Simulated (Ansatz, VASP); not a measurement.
# Si in VASP and in Ansatz

File INCAR:

```
  ALGO = Normal
  EDIFF = 1E-7
  EDIFFG = -0.001
  ENCUT = 600
  IBRION = 2
  ISIF = 3
  ISMEAR = 0
  LASPH = True
  LCHARG = False
  LREAL = False
  LWAVE = False
  NELM = 80
  NSW = 80
  PREC = Accurate
  SIGMA = 0.01
```

The input KPOINTS:

```
k-points
0
Gamma
  12 12 12
```

POSCAR

```
Si
1.0
    0.0000000000      2.7007939321      2.7007939321
    2.7007939321      0.0000000000      2.7007939321
    2.7007939321      2.7007939321      0.0000000000
Si
2
Direct
    0.5000000000      0.5000000000      0.5000000000
    0.7500000000      0.7500000000      0.7500000000
```

Input for Ansatz:

```yaml
crystal:
  lattice:
    - [0.0, 2.7007939321, 2.7007939321]
    - [2.7007939321, 0.0, 2.7007939321]
    - [2.7007939321, 2.7007939321, 0.0]
  atoms:
    - { symbol: Si, position: [0.5, 0.5, 0.5] }
    - { symbol: Si, position: [0.75, 0.75, 0.75] }
basis:
  ecutwfc: 600.0
kpoints:
  mp_grid: { grid: [12, 12, 12] }
hamiltonian:
  xc: lda
  pseudopotentials: { kind: paw, azcp: { folder: soft_1 } }
scf:
  occupations: { method: fixed }
output:
  forces: true
  stress: true
  eigenvalues: true
relax:
  adjacent_minimum: "off"
  f_tol: 0.001
  max_steps: 60
  cell: { stress_tol: 0.01 }
```

Alike in both runs: task relaxation of cell and atoms; functional LDA; k mesh 12 × 12 × 12; no spin polarisation.

```csv
,VASP,Ansatz
version,VASP 6.6.1,Ansatz 0.2.0
potentials or method,"VASP PAW LDA potentials, release 64 (Si)","scalar-relativistic, plane waves, PAW"
plane-wave cutoff (eV),600,600
occupations,"gaussian, width 0.01 eV",fixed
valence electrons in the cell,8,8
```

Ansatz gave:

* gap on the k mesh at the Fermi level, each at its own relaxed structure (eV): 0.44
* relaxed volume (Å³/atom): 19.70
* relaxed cell length with the largest relative difference (Å): 3.820

Q: What did VASP give for the same quantities?

A: gap on the k mesh at the Fermi level, each at its own relaxed structure (eV): 0.44; relaxed volume (Å³/atom): 19.72; relaxed cell length with the largest relative difference (Å): 3.820.

Ansatz warned: «pseudo_functional_mismatch».
